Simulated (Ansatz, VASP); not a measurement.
# Two plane-wave programs on P

INCAR

```
SYSTEM = P
ALGO     = Fast           ! electronic algorithm
EDIFF    = 1E-6           ! SCF threshold, eV
ENCUT    = 520            ! plane-wave cutoff, eV
GGA      = PS             ! functional
ISIF     = 2              ! what is computed and relaxed
ISMEAR   = 0              ! smearing method
LASPH    = .TRUE.         ! aspherical terms in the spheres
LCHARG   = .FALSE.        ! write CHGCAR
LREAL    = .FALSE.        ! projectors in reciprocal space
LWAVE    = .FALSE.        ! write WAVECAR
NBANDS   = 8              ! bands
NELM     = 100            ! most SCF steps
PREC     = Accurate       ! precision mode
SIGMA    = 0.15           ! smearing width, eV
```

KPOINTS

```
k-points
0
G
  12 12 12
  0 0 0
```

File POSCAR:

```
P
1.0
    4.1392881578      0.0000000000      0.0000000000
    0.0000000000      4.1392881578      0.0000000000
    0.0000000000      0.0000000000      4.6652065926
P
1
Direct
    0.0000000000      0.0000000000      0.0000000000
```

Input for Ansatz:

```yaml
crystal:
  lattice:
    - [4.1392881578, 0.0, 0.0]
    - [0.0, 4.1392881578, 0.0]
    - [0.0, 0.0, 4.6652065926]
  atoms:
    - { symbol: P, position: [0.0, 0.0, 0.0] }
basis:
  ecutwfc: 420
kpoints:
  mp_grid: { grid: [12, 12, 12] }
hamiltonian:
  xc: pbesol
scf:
  occupations: { method: gaussian, width: 0.15 }
output:
  forces: true
  stress: true
  eigenvalues: true
```

Alike in both runs: task single point; functional PBEsol; k mesh 12 × 12 × 12; occupations gaussian, width 0.15 eV; no spin polarisation.

```csv
,VASP,Ansatz
version,VASP 6.6.1,Ansatz 0.2.0
potentials or method,"VASP PAW PBE potentials, release 64 (P)","scalar-relativistic, plane waves, PAW"
plane-wave cutoff (eV),520,420
valence electrons in the cell,5,5
```

```csv
,VASP,Ansatz,Ansatz less VASP
gap on the k mesh at the Fermi level (eV),none,none,-
pressure (GPa),-3.9,-3.9,+0.02
largest component of the traceless stress (GPa),1.41,1.41,0.000
```

A gap of «none» marks a metal or a gap that the smearing closes. The functional is the same, so the differences come from potentials, cutoffs and numerics.

Caveats: the PAW data sets were made with another functional, which shifts forces and pressure a little (VASP).
